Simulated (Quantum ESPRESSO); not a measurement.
Runs of Quantum ESPRESSO 7.5 on WS2 (Tungstenite). It takes space group P6_3/mmc (No. 194, hexagonal). Conventional cell: a = 3.180 Å, b = 3.180 Å, c = 12.500 Å, α = 90.00°, β = 90.00°, γ = 120.00°. W (site symmetry -6m2) is surrounded by 6 S at 2.41 Å. Around S (site symmetry 3m) lie 3 W at 2.41 Å. 

| task | level | potentials or basis | cell | k mesh | cutoff (eV) | form of the LDA correlation | mesh quality | gap on the mesh (eV) | pressure (GPa) | largest force (eV/Å) |
| --- | --- | --- | --- | --- | --- | --- | --- | --- | --- | --- |
| dielectric tensor | BLYP | PseudoDojo 0.4.1 SR PBE standard | as given | 4 × 4 × 2, shifted | 1007 | - | coarse | - | 9.4 | 0.52 |
| dielectric tensor | LDA | PseudoDojo 0.4.1 SR LDA standard | as given | 4 × 4 × 2 | 952 | PW92 | coarse | 1.32 | -6.3 | 0.44 |
| phonons | PBE | JTH 2.0 PBE | relaxed | 8 × 8 × 2, shifted | 707 | - | not flagged | - | 0.1 | - |
| dielectric tensor | LDA | PseudoDojo 0.4.1 SR LDA standard | as given | 6 × 6 × 2 | 952 | PW92 | not flagged | 0.98 | -5.9 | (b) |
| dielectric tensor | WC | PseudoDojo 0.4.1 SR PBE standard | as given | 4 × 4 × 2, shifted | 1007 | - | coarse | - | -1.9 | 0.07 |
| dielectric tensor | PBE | PseudoDojo 0.4.1 SR PBE standard | as given | 4 × 4 × 2, shifted | 1007 | - | coarse | - | 1.9 | 0.08 |
| dielectric tensor | LDA | PseudoDojo 0.4.1 SR LDA standard | as given | 4 × 4 × 2, shifted | 952 | PW92 | coarse | - | -6.4 | 0.44 |
| dielectric tensor | PBEsol | PseudoDojo 0.4.1 SR PBEsol standard | as given | 4 × 4 × 2, shifted | 1007 | - | coarse | - | -3.1 | (a) |

Alike in all rows: no spin polarisation; smearing fermi-dirac 0.05 eV.

Problem. Estimate the missing entries.

Solution. (a) 0.21; (b) 0.38.

Caveats: some runs use coarse meshes; the cell is more than 3 GPa from zero pressure, which shifts response properties (some runs); this functional lacks dispersion, which binds the layers, so the pressure and a relaxed spacing across them are unreliable (some runs); the potentials were made for another functional, which shifts forces and pressure (some runs); spin-orbit coupling is left out, which moves the levels of the heavy elements (some runs); the layers were relaxed without a dispersion term, so their spacing and the soft interlayer modes are unreliable (some runs); on a mesh that holds Γ this program's dielectric tensor can be off by some percent beyond the error of the mesh (some runs).

A k mesh can miss the band edges, and the runs leave out spin-orbit coupling on W.
